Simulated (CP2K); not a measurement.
The system is Ir.

```
CELL_PARAMETERS angstrom
2.70907 0.00000 0.00000
1.35453 2.34612 0.00000
1.35453 0.78204 2.21194
ATOMIC_POSITIONS crystal
Ir 0.00000 0.00000 0.00000
```

Base run:

```yaml
Program: CP2K 2026.2
Functional: vdW-DF2
Potentials_or_basis: POTENTIAL_UZH Ir GTH-PBE-q17; TZVP-MOLOPT-PBE-GTH basis
Density_cutoff: 9184 eV
k_mesh: 12 × 12 × 12
Occupations: fermi-dirac, width 0.05 eV
Spin: no spin polarisation
```

Its results: band gap on the k mesh none (metal or under the smearing width); pressure 38.1 GPa.

After a change of settings the same cell gave: band gap on the k mesh none (metal or under the smearing width); pressure 0.9 GPa. Which change was it?
A. functional from vdW-DF2 to LDA
B. functional from vdW-DF2 to PBEsol
C. functional from vdW-DF2 to vdW-DF-cx
D. functional from vdW-DF2 to r2SCAN

C.

Caveats: the potentials were made for another functional, which shifts forces and pressure; spin-orbit coupling is left out, which moves the levels of the heavy elements; the basis of atomic orbitals isn't converged, which shifts pressures, moduli and gaps; a pressure of tens of GPa on the cell as given is suspect, and the run, the potentials or the cell itself is likely at fault (some runs).

Runs at the PBE level aren't shown here.
